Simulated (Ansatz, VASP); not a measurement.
One calculation of Y, two programs

INCAR

```
ALGO = Normal
EDIFF = 1E-6
ENCUT = 520
GGA = PE
ISIF = 2
ISMEAR = -1
LASPH = True
LCHARG = True
LELF = True
LREAL = False
LVHAR = True
LWAVE = False
NBANDS = 12
NELM = 60
PREC = Accurate
SIGMA = 0.03
```

Contents of KPOINTS:

```
k-points
0
Gamma
  12 12 12
```

POSCAR

```
Y
1.0
    0.0000000000      2.4890004905      2.4890004905
    2.4890004905      0.0000000000      2.4890004905
    2.4890004905      2.4890004905      0.0000000000
Y
1
Direct
    0.0000000000      0.0000000000      0.0000000000
```

Input for Ansatz:

```yaml
crystal:
  lattice:
    - [0.0, 2.4890004905, 2.4890004905]
    - [2.4890004905, 0.0, 2.4890004905]
    - [2.4890004905, 2.4890004905, 0.0]
  atoms:
    - { symbol: "Y", position: [0.0, 0.0, 0.0] }
kpoints:
  mp_grid: { grid: [12, 12, 12] }
scf:
  occupations: { method: fermi_dirac, width: 0.03 }
hamiltonian:
  xc: pbe
  pseudopotentials: { kind: all_electron, lapw: { basis_error: 0.0005 } }
output:
  forces: true
  stress: true
  eigenvalues: true
```

Change from the starting cell: volume scaled by 0.95.

Alike in both runs: task single point; functional PBE; k mesh 12 × 12 × 12; occupations fermi-dirac, width 0.03 eV; no spin polarisation.

|  | VASP | Ansatz |
| --- | --- | --- |
| version | VASP 6.6.1 | Ansatz 0.2.0 |
| potentials or method | VASP PAW PBE potentials, release 64 (Y_sv) | all-electron LAPW, scalar-relativistic |
| plane-wave cutoff (eV) | 520 | see its input |

```tsv
	VASP	Ansatz	Ansatz less VASP
pressure (GPa)	2.0	2.2	+0.14
```

Ansatz ran all-electron here, so the differences hold the error of VASP's frozen core and of both bases.
